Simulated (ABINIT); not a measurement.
The system is WS2.

```
CELL_PARAMETERS angstrom
1.57900 0.91164 6.16333
-1.57900 0.91164 6.16333
0.00000 -1.82327 6.16333
ATOMIC_POSITIONS crystal
W 0.00000 0.00000 0.00000
S 0.75030 0.75030 0.75030
S 0.58100 0.58100 0.58100
```

Measurements of this composition are mostly on another form, of space group No. 194.

| Property | Result |
| --- | --- |
| Program | ABINIT 10.8.3 (patched build) |
| Task | single point |
| Functional | PBE |
| Potentials or basis | JTH PAW PBE v2.0 |
| Cutoff | 544 eV |
| k mesh | 10 × 10 × 10 |
| Occupations | fermi-dirac, width 0.05 eV |
| Spin | no spin polarisation |

On this cell: pressure 4.6 GPa; largest force 0.612 eV/Å; band gap on the k mesh 1.07 eV, indirect (least direct gap 2.24 eV).

The same run follows on a disturbed copy (atoms moved at random, drawn with an rms of 0.05 Å):

```
CELL_PARAMETERS angstrom
1.57900 0.91164 6.16333
-1.57900 0.91164 6.16333
0.00000 -1.82327 6.16333
ATOMIC_POSITIONS crystal
W 0.98702 0.01091 0.00837
S 0.75500 0.75076 0.74182
S 0.57820 0.57068 0.60152
```

Q: What does the disturbed cell give?

A: The energy moves by +36.2 meV/atom; pressure 8.7 GPa; largest force 1.975 eV/Å; band gap on the k mesh 1.03 eV, indirect (least direct gap 1.89 eV).

Forces in eV/Å, atoms in the order of the input:
```
W    1.108  0.155 -1.602
S   -0.550 -0.480  1.835
S   -0.558  0.325 -0.232
```

Stress tensor (GPa, compression positive):
```
 6.92 -1.33  0.18
-1.33  7.61 -3.57
 0.18 -3.57 11.66
```

Caveats: spin-orbit coupling is left out, which moves the levels of the heavy elements.

A k mesh can miss the band edges.
